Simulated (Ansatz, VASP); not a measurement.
**TaSi2: VASP beside Ansatz**

```
CELL_PARAMETERS angstrom
3.61611 0.00000 0.00000
-1.80805 3.13164 0.00000
0.00000 0.00000 4.74733
ATOMIC_POSITIONS crystal
Ta 0.66667 0.33333 0.50000
Si 0.33333 0.66667 0.22719
Si 0.33333 0.66667 0.77281
```

Alike in both runs: task single point; functional PBE; k mesh 6 × 6 × 4; occupations gaussian, width 0.1 eV; no spin polarisation.

```csv
,VASP,Ansatz
version,VASP 6.6.1,Ansatz 0.2.0
potentials or method,"VASP PAW PBE potentials, release 64 (Ta_pv, Si)","scalar-relativistic, plane waves, PAW"
plane-wave cutoff (eV),520,420
valence electrons in the cell,19,21
```

|  | VASP | Ansatz | Ansatz less VASP |
| --- | --- | --- | --- |
| gap on the k mesh at the Fermi level (eV) | none | none | - |
| pressure (GPa) | 22.4 | 22.3 | -0.10 |
| largest component of the traceless stress (GPa) | 9.28 | 9.39 | +0.109 |
| rms of the force components (eV/Å) | 0.044 | 0.031 | -0.0134 |

Atom by atom the forces differ by 0.013 eV/Å (rms over components). A gap of «none» marks a metal or a gap that the smearing closes. The two sets of potentials don't hold the same shells in valence.

Caveats: so large a pressure means that the cell lies far from this level's equilibrium, or that cutoff or potentials fall short (VASP). Spin-orbit coupling is left out, which matters for the levels of Ta.
